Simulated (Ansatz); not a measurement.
**diamond against fcc along the 4d metals**

All numbers below come from DFT, LDA (PW92), plane waves (420 eV) with PAW, scalar-relativistic in Ansatz. The PAW files were generated under PBE, with cores re-solved for the functional.

Each structure is relaxed within its symmetry, in the lowest magnetic state of the tried starts. Differences under about 8 meV lie within the error of the k-point mesh.

| element | E(diamond) − E(fcc) (meV/atom) | V(diamond) (Å³/atom) | V(fcc) (Å³/atom) | state of diamond | state of fcc |
| --- | --- | --- | --- | --- | --- |
| Y | 1941 | 36.92 | 29.53 | spin not included | spin not included |
| Zr | 2350 | 27.74 | 21.56 | spin not included | spin not included |
| Nb | 2247 | 23.85 | 17.77 | spin not included | spin not included |
| Ru | ? | ? | ? | ? | ? |
| Pd | 1413 | 22.16 | 14.18 | ferromagnetic | spin not included |
| Ag | 1063 | 26.07 | 15.99 | spin not included | spin not included |
| Cd | 482 | 31.39 | 19.96 | spin not included | spin not included |

Task: Fill in the row of Ru.

Result: E(diamond) − E(fcc) (meV/atom): 1272; V(diamond) (Å³/atom): 19.21; V(fcc) (Å³/atom): 13.16; state of diamond: spin not included; state of fcc: spin not included.
